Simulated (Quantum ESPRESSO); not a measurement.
Re:

```
Re
1.0
     0.00000    1.97500    1.97500
     1.97500    0.00000    1.97500
     1.97500    1.97500    0.00000
Re
1
Cartesian
  0.0000 0.0000 0.0000
```

This isn't the form of Re at room conditions, which is hcp.

* Program: Quantum ESPRESSO 7.5
* Task: single point
* Functional: PBE
* Potentials or basis: SSSP 1.3 efficiency PBE
* Cutoff: 748 eV
* Density cutoff: 5987 eV
* k mesh: 12 × 12 × 12
* Occupations: fermi-dirac, width 0.05 eV
* Spin: no spin polarisation

On this cell: pressure -9.5 GPa; band gap on the k mesh none (metal or under the smearing width).

The same run follows on a disturbed copy (cell strained at random at fixed volume):

```
Re
1.0
    -0.01177    2.02327    1.96577
     1.91022    0.03753    1.91646
     1.98270    2.04645   -0.03495
Re
1
Direct
  0.98654 0.01047 0.01073
```

Q: What changes?

A: The energy (extrapolated to zero smearing) moves by +41.6 meV/atom; pressure -8.4 GPa; band gap on the k mesh none (metal or under the smearing width).

Stress tensor (GPa, compression positive):
```
 -4.90  -6.47   9.45
 -6.47 -14.37  -1.78
  9.45  -1.78  -6.02
```
